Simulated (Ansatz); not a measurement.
**AlN: response to strain**

Aim: deform AlN (equal xx and yy strain of -3 %) and compute stress, forces and field gradients with LAPW, PAW and all-electron datasets made for the crystal.

Computed with Ansatz 0.2.0 (DFT PBE, scalar-relativistic, unless a step's input says otherwise).

### 1 Starting point

It takes space group P6_3mc (No. 186, hexagonal). The conventional cell has a = 3.111 Å, b = 3.111 Å, c = 4.978 Å, α = 90.00°, β = 90.00°, γ = 120.00°. Around Al (site symmetry 3m) lie 4 N at 1.89 to 1.92 Å. N (site symmetry 3m) has 4 Al at 1.89 to 1.92 Å as nearest neighbours.

Structure file:

```
CELL_PARAMETERS angstrom
3.11100 0.00000 0.00000
-1.55550 2.69421 0.00000
0.00000 0.00000 4.97800
ATOMIC_POSITIONS crystal
Al 0.33333 0.66667 0.00000
Al 0.66667 0.33333 0.50000
N 0.33333 0.66667 0.38500
N 0.66667 0.33333 0.88500
```

Atoms are numbered in the order of the input: Al1, Al2, N3, N4.

### 2 After the deformation

Space group P6_3mc before, P6_3mc after.

### 3 All-electron LAPW

Contents of input.yaml:

```yaml
crystal:
  lattice:
    - [3.017672087, 0.0, 0.0]
    - [-1.5088360435, 2.6133806877, 0.0]
    - [0.0, 0.0, 4.978]
  atoms:
    - { symbol: Al, position: [0.3333333333, 0.6666666667, 0.0] }
    - { symbol: Al, position: [0.6666666667, 0.3333333333, 0.5] }
    - { symbol: "N", position: [0.3333333333, 0.6666666667, 0.385] }
    - { symbol: "N", position: [0.6666666667, 0.3333333333, 0.885] }
kpoints:
  mp_grid: { grid: [11, 11, 6] }
  band_path:
    path:
      - [0.0, 0.0, 0.0]
      - [0.5, 0.0, 0.0]
      - [0.3333333333, 0.3333333333, 0.0]
      - [0.0, 0.0, 0.0]
      - [0.0, 0.0, 0.5]
      - [0.5, 0.0, 0.5]
      - [0.3333333333, 0.3333333333, 0.5]
      - [0.0, 0.0, 0.5]
      - [0.5, 0.0, 0.5]
    npoints: 5
scf:
  occupations: { method: fermi_dirac, width: 0.02 }
hamiltonian:
  xc: pbe
  pseudopotentials: { kind: all_electron, lapw: { basis_error: 0.001 } }
output:
  forces: true
  stress: true
  eigenvalues: true
```

Command:

```sh
$ ansatz run input.yaml --threads 1 --pin off --max-ram 4096MiB --backend cpu --events-out ev --progress --plain --runs-dir out
```

### 4 Frozen-core PAW

Contents of input.yaml:

```yaml
crystal:
  lattice:
    - [3.017672087, 0.0, 0.0]
    - [-1.5088360435, 2.6133806877, 0.0]
    - [0.0, 0.0, 4.978]
  atoms:
    - { symbol: Al, position: [0.3333333333, 0.6666666667, 0.0] }
    - { symbol: Al, position: [0.6666666667, 0.3333333333, 0.5] }
    - { symbol: "N", position: [0.3333333333, 0.6666666667, 0.385] }
    - { symbol: "N", position: [0.6666666667, 0.3333333333, 0.885] }
kpoints:
  mp_grid: { grid: [11, 11, 6] }
scf:
  occupations: { method: fermi_dirac, width: 0.02 }
hamiltonian:
  xc: pbe
  pseudopotentials: { kind: paw }
output:
  forces: true
  stress: true
  eigenvalues: true
  efg: { contact_densities: true }
  write_density: true
  write_potential: true
  elf: true
  volumetric_format: npy
```

### 5 Datasets made for this crystal

Changes to input.yaml since step 4:

```diff
@@ -16,3 +16,3 @@
   xc: pbe
-  pseudopotentials: { kind: paw }
+  pseudopotentials: { kind: all_electron, datasets: crystal }
 output:
@@ -22,5 +22 @@
   efg: { contact_densities: true }
-  write_density: true
-  write_potential: true
-  elf: true
-  volumetric_format: npy
```

(Steps that only read results are left out.)

**Question.** What will these runs give? Wanted: pressure; largest shear or deviatoric stress.

**Answer**, as computed:

| quantity | value |
| --- | --- |
| pressure | LAPW 19.09, PAW 19.20, crystal datasets 19.09 GPa |
| largest shear or deviatoric stress (LAPW) | 11.69 GPa |

The largest part of the stress beyond the pressure is 11.69 GPa in size, in the zz component; the atoms are carried along and not relaxed. No run of the undeformed cell stands beside it, so the pressure holds what the given cell had before the change. PAW: stress within 0.12 GPa of LAPW, forces within 2 meV/Å. Crystal datasets: stress within 0.01 GPa of LAPW, forces within 1 meV/Å.
